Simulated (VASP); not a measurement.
Here is a VASP 6.6.1 calculation.

File INCAR:

```
  PREC = Accurate
  ENCUT = 520
  EDIFF = 1E-6
  ISMEAR = 0
  SIGMA = 0.1
  LREAL = F
  LASPH = T
  NELM = 100
  ALGO = Fast
  ISIF = 2
  LWAVE = F
  LCHARG = T
  GGA = CA
  LELF = T
  LVHAR = T
  LVACPOTAV = T
```

KPOINTS

```
regular mesh
0
Gamma
  12 12 1
```

POSCAR

```
W
1.0
    3.1650000000      0.0000000000      0.0000000000
    1.5825000000      2.2379929625      0.0000000000
    0.0000000000      0.0000000000     27.4279577747
W
7
Direct
    0.0000000000      0.0000000000      0.2552140432
    0.5000000000      0.0000000000      0.3368093621
    0.0000000000      0.0000000000      0.4184046811
    0.5000000000      0.0000000000      0.5000000000
    0.0000000000      0.0000000000      0.5815953189
    0.5000000000      0.0000000000      0.6631906379
    0.0000000000      0.0000000000      0.7447859568
```

Potentials or basis: VASP PAW LDA potentials, release 64 (W_sv).

The run is started by

```sh
$ cat potpaw_LDA.64/W_sv/POTCAR > POTCAR
$ mpirun -np 1 vasp_std > vasp.out
```

**Question.** Predict the largest force.

**Answer.** 1.002 eV/Å.

**Question.** What does it give for the band gap on the k mesh?

**Answer.** None (metal or under the smearing width).

Forces in eV/Å, atoms in the order of the input:
```
W    0.000  0.000  1.002
W    0.000  0.000 -0.662
W    0.000  0.000 -0.014
W    0.000  0.000  0.000
W    0.000  0.000  0.014
W    0.000  0.000  0.662
W    0.000  0.000 -1.002
```

Spin-orbit coupling is left out, which matters for the levels of W.
